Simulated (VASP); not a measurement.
# Rh (Fm-3m) in VASP: notebook

The runs below take Rh through relaxation of cell and atoms, with rev-vdW-DF2, PBE.

Everything below comes from runs of VASP 6.6.1. Logs are shortened: lines on timing, memory, paths and dates and some standing lists are left out, and cuts for length are marked.

## 1. Starting point

The structure is cubic, space group Fm-3m (No. 225). Conventional cell: a = 3.806 Å, b = 3.806 Å, c = 3.806 Å, α = 90.00°, β = 90.00°, γ = 90.00°. Rh (site symmetry m-3m) has 12 Rh at 2.69 Å as nearest neighbours.

## 2. Relaxation of cell and atoms, rev-vdW-DF2

The input, INCAR:

```
SYSTEM = Rh
PREC = Accurate ; ENCUT = 600
EDIFF = 1E-7 ; ISMEAR = 1
SIGMA = 0.1 ; LREAL = .False.
LASPH = .True. ; NELM = 80
ALGO = Normal ; ISIF = 3
LWAVE = .False. ; LCHARG = .False.
GGA = MK ; LUSE_VDW = .True.
AGGAC = 0.0 ; PARAM1 = 0.1234
PARAM2 = 0.711357 ; ZAB_VDW = -1.8867
IBRION = 2 ; NSW = 90
EDIFFG = -0.005
```

The input, KPOINTS:

```
Automatic mesh
0
Gamma
  16 16 16
  0 0 0
```

The input, POSCAR:

```
Rh                                      
1.0
    0.0000000000      1.9031417901      1.9031417901
    1.9031417901     -0.0000000000      1.9031417901
    1.9031417901      1.9031417901      0.0000000000
  Rh            
     1
Direct
     0.0000000000000000    0.0000000000000000    0.0000000000000000
```

Potentials or basis: VASP PAW PBE potentials, release 64 (Rh_pv).

Launch:

```console
$ cat potpaw_PBE.64/Rh_pv/POTCAR > POTCAR
$ mpirun -np 1 vasp_std > vasp.out
```

OUTCAR:

```text
SYSTEM = Rh
   PREC = Accurate
   ENCUT = 600
   EDIFF = 1E-7
   ISMEAR = 1
   LREAL = .False.
   LASPH = .True.
   NELM = 80
   ISIF = 3
   GGA = MK
   IBRION = 2
   NSW = 90
   EDIFFG = -0.005

 ion  position               nearest neighbor table
   1  0.000  0.000  0.000-

  LATTYP: Found a face centered cubic cell.
 ALAT       =     3.8062835802

  Lattice vectors:

 A1 = (   0.0000000000,   1.9031417901,   1.9031417901)
 A2 = (   1.9031417901,   0.0000000000,   1.9031417901)
 A3 = (   1.9031417901,   1.9031417901,   0.0000000000)

Analysis of symmetry for initial positions (statically):
=====================================================================
 Subroutine PRICEL returns:
 Original cell was already a primitive cell.

 Routine SETGRP: Setting up the symmetry group for a
 face centered cubic supercell.

 Subroutine GETGRP returns: Found 48 space group operations
 (whereof 48 operations were pure point group operations)
 out of a pool of 48 trial point group operations.

The static configuration has the point symmetry O_h .

Analysis of symmetry for dynamics (positions and initial velocities):
=====================================================================
 Subroutine PRICEL returns:
 Original cell was already a primitive cell.

 Routine SETGRP: Setting up the symmetry group for a
 face centered cubic supercell.

 Subroutine GETGRP returns: Found 48 space group operations
 (whereof 48 operations were pure point group operations)
 out of a pool of 48 trial point group operations.

The dynamic configuration has the point symmetry O_h .

 Subroutine INISYM returns: Found 48 space group operations
 (whereof 48 operations are pure point group operations),
 and found     1 'primitive' translations

----------------------------------------------------------------------------------------

                                     Primitive cell

  volume of cell :      13.7862

  direct lattice vectors                    reciprocal lattice vectors
     0.000000000  1.903141790  1.903141790    -0.262723462  0.262723462  0.262723462
     1.903141790  0.000000000  1.903141790     0.262723462 -0.262723462  0.262723462
     1.903141790  1.903141790  0.000000000     0.262723462  0.262723462 -0.262723462

  length of vectors
     2.691448931  2.691448931  2.691448931     0.455050385  0.455050385  0.455050385

  position of ions in fractional coordinates (direct lattice)
     0.000000000  0.000000000  0.000000000

  ion indices of the primitive-cell ions
   primitive index   ion index
                 1           1

----------------------------------------------------------------------------------------

 KPOINTS: Automatic mesh

Automatic generation of k-mesh.
 Grid dimensions read from file:
 generate k-points for:   16   16   16

 Generating k-lattice:

  Cartesian coordinates                     Fractional coordinates (reciprocal lattice)
    -0.016420216  0.016420216  0.016420216     0.062500000  0.000000000  0.000000000
     0.016420216 -0.016420216  0.016420216     0.000000000  0.062500000  0.000000000
     0.016420216  0.016420216 -0.016420216     0.000000000  0.000000000  0.062500000

  Length of vectors
     0.028440649  0.028440649  0.028440649

  Shift w.r.t. Gamma in fractional coordinates (k-lattice)
     0.000000000  0.000000000  0.000000000

 Subroutine IBZKPT returns following result:
 ===========================================

 Found    145 irreducible k-points:

 Following reciprocal coordinates:
            Coordinates               Weight
  0.000000  0.000000  0.000000      1.000000
  0.062500  0.000000  0.000000      8.000000
  0.125000  0.000000  0.000000      8.000000
  0.187500  0.000000  0.000000      8.000000
  0.250000  0.000000  0.000000      8.000000
  0.312500  0.000000  0.000000      8.000000
[... 16 lines left out ...]
 -0.125000  0.062500  0.000000     24.000000
 -0.062500  0.062500  0.000000     12.000000
 [... further k-points ...]
   k-points           NKPTS =    145   k-points in BZ     NKDIM =    145   number of bands    NBANDS=     11
   number of dos      NEDOS =    301   number of ions     NIONS =      1
   total plane-waves  NPLWV =  13824
   dimension x,y,z NGX =    24 NGY =   24 NGZ =   24
   dimension x,y,z NGXF=    48 NGYF=   48 NGZF=   48
   ions per type =               1
   NGX,Y,Z   is equivalent  to a cutoff of  14.82, 14.82, 14.82 a.u.
   NGXF,Y,Z  is equivalent  to a cutoff of  29.65, 29.65, 29.65 a.u.
 SYSTEM =  Rh
   PREC   = accura    normal or accurate (medium, high low for compatibility)
   ISTART =      0    job   : 0-new  1-cont  2-samecut
   ICHARG =      2    charge: 1-file 2-atom 10-const
   ISPIN  =      1    spin polarized calculation?
   LNONCOLLINEAR =      F non collinear calculations
   LSORBIT =      F    spin-orbit coupling
   LASPH  =      T    aspherical Exc in radial PAW
   ENCUT  =  600.0 eV  44.10 Ry    6.64 a.u.   5.38  5.38  5.38*2*pi/ulx,y,z
   NELM   =     80;   NELMIN=  2; NELMDL= -5     # of ELM steps
   EDIFF  = 0.1E-06   stopping-criterion for ELM
   LREAL  =      F    real-space projection
   EDIFFG = -.5E-02   stopping-criterion for IOM
   NSW    =     90    number of steps for IOM
   IBRION =      2    ionic relax: 0-MD 1-quasi-New 2-CG
   NFREE  =      1    steps in history (QN), initial steepest desc. (CG)
   ISIF   =      3    stress and relaxation
   ISYM   =      2    0-nonsym 1-usesym 2-fastsym
   POTIM  = 0.5000    time-step for ionic-motion
   TEBEG  =    0.0;   TEEND  =   0.0 temperature during run
   PSTRESS=    0.0 pullay stress
   NELECT =      15.0000    total number of electrons
   NUPDOWN=      -1.0000    fix difference up-down
   EMIN   =  10.00;   EMAX   =-10.00  energy-range for DOS
   EFERMI =   0.00;   METHOD = LEGACY
   ISMEAR =     1;   SIGMA  =   0.10  broadening in eV -4-tet -1-fermi 0-gaus
   EFERMI_NEDOS =   21; number of points for ismear=-14 and -15
   IALGO  =     38    algorithm
   IMIX   =      4    mixing-type and parameters
     AMIX     =   0.40;   BMIX     =  1.00
     AMIX_MAG =   1.60;   BMIX_MAG =  1.00
  volume/ion in A,a.u.               =      13.79        93.03
  Fermi-wavevector in a.u.,A,eV,Ry     =   1.683801  3.181923 38.575047  2.835186
  Thomas-Fermi vector in A             =   2.766937
   LORBIT       =      0    0 simple, 1 ext, 2 COOP (PROOUT), +10 PAW based schemes
   GGA     = MK    functional components
   LHFCALC =     F    Hartree Fock is set to
   AEXX    =    0.0000 exact exchange contribution
   IVDW_NL    =     1    kernel type
   BPARAM     = 6.3000
   IVDW    =     0    specifies the selected vdW correction
   LEPSILON=     F    determine dielectric tensor
   LRPA    =     F    only Hartree local field effects (RPA)
 conjugate gradient relaxation of ions
 non-spin polarized calculation
 Methfessel and Paxton  Order N= 1 SIGMA  =   0.10
  energy-cutoff  :      600.00
  volume of cell :       13.79
 maximum number of plane-waves:       477
 NGX is ok and might be reduce to    24
   NGX = 11   NGY = 11   NGZ = 11

 number of electron      15.0000002 magnetization

 Free energy of the ion-electron system (eV)
  ---------------------------------------------------
  ext. energy  EPLUGINS =         0.00000000
  ---------------------------------------------------
  free energy    TOTEN  =        -4.44704659 eV

  energy without entropy =       -4.44676503  energy(sigma->0) =       -4.44695274

 E-fermi :  11.7192     XC(G=0): -14.0958

 val. band max:       11.7148394567   @ k =   0.4375   0.1250   0.0625
 cond. band min:      11.7244911108   @ k =  -0.3750   0.2500   0.0000
 fundamental gap:      0.0096516541
 Fermi energy:        11.7192356107

 k-point     1 :       0.0000    0.0000    0.0000
  band No.  band energies     occupation
      1     -34.5950      2.00000
      2     -34.5950      2.00000
      3     -34.5950      2.00000
      4       3.8032      2.00000
      5       8.6684      2.00000
      6       8.6684      2.00000
      7       8.6684      2.00000
      8      10.7455      2.00000
      9      10.7455      2.00000
     10      27.8243      0.00000
     11      32.1432      0.00000

 k-point     2 :       0.0625    0.0000    0.0000
  band No.  band energies     occupation
      1     -34.6237      2.00000
      2     -34.5988      2.00000
      3     -34.5988      2.00000
      4       3.9605      2.00000
      5       8.5998      2.00000
      6       8.7296      2.00000
      7       8.7296      2.00000
      8      10.7115      2.00000
      9      10.7115      2.00000
     10      28.0510      0.00000
     11      32.3249      0.00000

 k-point     3 :       0.1250    0.0000    0.0000
  band No.  band energies     occupation
      1     -34.7048      2.00000
      2     -34.6099      2.00000
      3     -34.6099      2.00000
      4       4.4055      2.00000
      5       8.4387      2.00000
      6       8.8825      2.00000
      7       8.8825      2.00000
      8      10.6471      2.00000
      9      10.6471      2.00000
     10      28.6325      0.00000
     11      30.6663      0.00000
[... 267 lines left out ...]
 k-point    23 :      -0.1250    0.0625    0.0000
  band No.  band energies     occupation
      1     -34.7529      2.00000
      2     -34.6372      2.00000
      3     -34.6096      2.00000
      4       4.7328      2.00000
      5       8.2824      2.00000
      6       8.9929      2.00000
      7       9.0234      2.00000
      8      10.4029      2.00000
      9      10.8504      2.00000
     10      29.0114      0.00000
     11      30.0447      0.00000

 k-point    24 :      -0.0625    0.0625    0.0000
  band No.  band energies     occupation
      1     -34.6638      2.00000
      2     -34.6158      2.00000
      3     -34.6004      2.00000
      4       4.2151      2.00000
      5       8.4711      2.00000
      6       8.8138      2.00000
      7       8.8615      2.00000
      8      10.5598      2.00000
      9      10.7710      2.00000
     10      28.4032      0.00000
     11      31.5291      0.00000

 [... further k-points ...]

------------------------ aborting loop because EDIFF is reached ----------------------------------------

  FORCE on cell =-STRESS in cart. coord.  units (eV):
  Direction    XX          YY          ZZ          XY          YZ          ZX
  --------------------------------------------------------------------------------------
  -------------------------------------------------------------------------------------
  Total       -0.0006491     -0.0006491     -0.0006491      0.0000000     -0.0000000     -0.0000000
  in kB       -0.0754388     -0.0754388     -0.0754388      0.0000000     -0.0000000     -0.0000000
  external PRESSURE =      -0.0754388 kB  Pullay stress =       0.0000000 kB

 VOLUME and BASIS-vectors are now :
 -----------------------------------------------------------------------------
  energy-cutoff  :      600.00
  volume of cell :       13.79
      direct lattice vectors                 reciprocal lattice vectors
     0.000000000  1.903141790  1.903141790    -0.262723462  0.262723462  0.262723462
     1.903141790  0.000000000  1.903141790     0.262723462 -0.262723462  0.262723462
     1.903141790  1.903141790  0.000000000     0.262723462  0.262723462 -0.262723462

 POSITION                                       TOTAL-FORCE (eV/Angst)
 -----------------------------------------------------------------------------------
      0.00000      0.00000      0.00000         0.000000      0.000000      0.000000
 -----------------------------------------------------------------------------------
    total drift:                               -0.000000      0.000000     -0.000000

  FREE ENERGIE OF THE ION-ELECTRON SYSTEM (eV)
  ---------------------------------------------------
  free  energy   TOTEN  =        -4.4470465888 eV

  energy  without entropy=       -4.4467650312  energy(sigma->0) =       -4.44695274

Total vdW correction in eV:      2.0010658

 reached required accuracy - stopping structural energy minimisation
```

Run time: 17 s. Hardware: 1 thread of Intel Xeon 6975P-C (Granite Rapids), shared host; peak memory 0.27 GiB.

What came out:

* Free energy: -4.4470 eV
* Pressure after relaxing: 0.0 GPa
* Band gap on the k mesh: none (metal or under the smearing width)

Final structure:
```xyz
1
Lattice="0.0000 1.9031 1.9031 1.9031 0.0000 1.9031 1.9031 1.9031 0.0000" Properties=species:S:1:pos:R:3 pbc="T T T"
Rh    0.0000    0.0000    0.0000
```

Levels at points of the mesh, in eV from the Fermi level:
```csv
k point,band 4,band 5,band 6,band 7,band 8,band 9,band 10,band 11
"(0.00, 0.00, 0.00)",-7.92,-3.05,-3.05,-3.05,-0.97,-0.97,16.11,20.42
"(0.50, 0.00, 0.00)",-6.07,-3.13,-3.13,0.59,0.59,0.80,8.60,15.61
"(0.50, 0.50, 0.00)",-6.26,-5.90,0.56,1.00,1.00,3.31,12.25,13.31
```

Caveat: the relaxation stopped at its first step, so nothing moved; the PAW data sets were made with another functional, which shifts forces and pressure a little.

## 3. Relaxation of cell and atoms, PBE

This run uses another cell than the first one, of 13.67 Å³/atom, 0.992 times its volume.

The input, INCAR:

```
  ALGO = Normal
  EDIFF = 1E-6
  EDIFFG = -0.01
  ENCUT = 600
  GGA = PE
  IBRION = 2
  ISIF = 3
  ISMEAR = 1
  LASPH = T
  LCHARG = F
  LREAL = F
  LWAVE = F
  NELM = 80
  NSW = 90
  PREC = Accurate
  SIGMA = 0.1
```

The input, KPOINTS:

```
k-points
0
Gamma
  16 16 16
```

The input, POSCAR:

```
Rh
1.0
    0.0000000000      1.8978500000      1.8978500000
    1.8978500000      0.0000000000      1.8978500000
    1.8978500000      1.8978500000      0.0000000000
Rh
1
Direct
    0.0000000000      0.0000000000      0.0000000000
```

Potentials or basis: VASP PAW PBE potentials, release 64 (Rh_pv).

Launch:

```console
$ cat potpaw_PBE.64/Rh_pv/POTCAR > POTCAR
$ mpirun -np 1 vasp_std > vasp.out
```

OUTCAR:

```text
EDIFF = 1E-6
   EDIFFG = -0.01
   ENCUT = 600
   GGA = PE
   IBRION = 2
   ISIF = 3
   ISMEAR = 1
   LASPH = T
   LREAL = F
   NELM = 80
   NSW = 90
   PREC = Accurate

 ion  position               nearest neighbor table
   1  0.000  0.000  0.000-

  LATTYP: Found a face centered cubic cell.
 ALAT       =     3.7957000000

  Lattice vectors:

 A1 = (   0.0000000000,   1.8978500000,   1.8978500000)
 A2 = (   1.8978500000,   0.0000000000,   1.8978500000)
 A3 = (   1.8978500000,   1.8978500000,   0.0000000000)

Analysis of symmetry for initial positions (statically):
=====================================================================
 Subroutine PRICEL returns:
 Original cell was already a primitive cell.

 Routine SETGRP: Setting up the symmetry group for a
 face centered cubic supercell.

 Subroutine GETGRP returns: Found 48 space group operations
 (whereof 48 operations were pure point group operations)
 out of a pool of 48 trial point group operations.

The static configuration has the point symmetry O_h .

Analysis of symmetry for dynamics (positions and initial velocities):
=====================================================================
 Subroutine PRICEL returns:
 Original cell was already a primitive cell.

 Routine SETGRP: Setting up the symmetry group for a
 face centered cubic supercell.

[... 224 lines left out ...]

 Free energy of the ion-electron system (eV)
  ---------------------------------------------------
  ext. energy  EPLUGINS =         0.00000000
  ---------------------------------------------------
  free energy    TOTEN  =        -7.25726365 eV

  energy without entropy =       -7.25699503  energy(sigma->0) =       -7.25717411

 E-fermi :  11.4958     XC(G=0): -13.8926

 val. band max:       11.4906881883   @ k =   0.4375   0.1250   0.0625
 cond. band min:      11.5000646935   @ k =  -0.3750   0.2500   0.0000
 fundamental gap:      0.0093765053
 Fermi energy:        11.4958202164

 k-point     1 :       0.0000    0.0000    0.0000
  band No.  band energies     occupation
      1     -34.8279      2.00000
      2     -34.8279      2.00000
      3     -34.8279      2.00000
      4       3.7125      2.00000
      5       8.5375      2.00000
      6       8.5375      2.00000
      7       8.5375      2.00000
      8      10.5536      2.00000
      9      10.5536      2.00000
     10      27.5222      0.00000
     11      32.1124      0.00000
[... 309 lines left out ...]
 k-point    24 :      -0.0625    0.0625    0.0000
  band No.  band energies     occupation
      1     -34.8920      2.00000
      2     -34.8473      2.00000
      3     -34.8329      2.00000
      4       4.1165      2.00000
      5       8.3451      2.00000
      6       8.6790      2.00000
      7       8.7249      2.00000
      8      10.3744      2.00000
      9      10.5786      2.00000
     10      28.0778      0.00000
     11      31.1735      0.00000

 [... further k-points ...]

------------------------ aborting loop because EDIFF is reached ----------------------------------------

  FORCE on cell =-STRESS in cart. coord.  units (eV):
  Direction    XX          YY          ZZ          XY          YZ          ZX
  --------------------------------------------------------------------------------------
  -------------------------------------------------------------------------------------
  Total       -0.0062891     -0.0062891     -0.0062891      0.0000000      0.0000000      0.0000000
  in kB       -0.7172883     -0.7172883     -0.7172883      0.0000000      0.0000000      0.0000000
  external PRESSURE =      -0.7172883 kB  Pullay stress =       0.0000000 kB
[... 16 lines left out ...]
  FREE ENERGIE OF THE ION-ELECTRON SYSTEM (eV)
  ---------------------------------------------------
  free  energy   TOTEN  =        -7.2572636506 eV

  energy  without entropy=       -7.2569950337  energy(sigma->0) =       -7.25717411

 reached required accuracy - stopping structural energy minimisation
```

CONTCAR:

```text
Rh
   1.00000000000000
     0.0000000000000000    1.9151000113358805    1.9151000113358805
     1.9151000113358805    0.0000000000000000    1.9151000113358805
     1.9151000113358805    1.9151000113358805    0.0000000000000000
  Rh
     1
Direct
     0.0000000000000000    0.0000000000000000    0.0000000000000000

  0.00000000E+00  0.00000000E+00  0.00000000E+00
```

Wall time 17 s (1 thread of Intel Xeon 6975P-C (Granite Rapids), shared host); peak memory 0.16 GiB.

What came out:

| Quantity | Value |
| --- | --- |
| Free energy | -7.2573 eV |
| Relaxed volume | 14.05 Å³/atom |
| Relaxed cell | a = 2.708 Å, b = 2.708 Å, c = 2.708 Å, α = 60.00°, β = 60.00°, γ = 60.00° |
| Space group after relaxing (to 0.05 Å) | Fm-3m (No. 225) |
| Energy gained by relaxing | 8.2 meV/atom |
| Ionic steps | 3 |
| Pressure after relaxing | -0.1 GPa |
| Band gap on the k mesh | none (metal or under the smearing width) |

The path:
```
step  energy change (eV)  largest force (eV/Å)  pressure (GPa)  volume (Å³)
   1              0.0000                0.0000            7.36        13.67
   2              0.0336                0.0000          -13.73        14.95
   3             -0.0082                0.0000           -0.07        14.05
```

Final structure:
```xyz
1
Lattice="0.0000 1.9151 1.9151 1.9151 0.0000 1.9151 1.9151 1.9151 0.0000" Properties=species:S:1:pos:R:3 pbc="T T T"
Rh    0.0000    0.0000    0.0000
```

PBE usually gives volumes a little too large and moduli too small. Zero-point motion and thermal expansion aren't in these numbers.
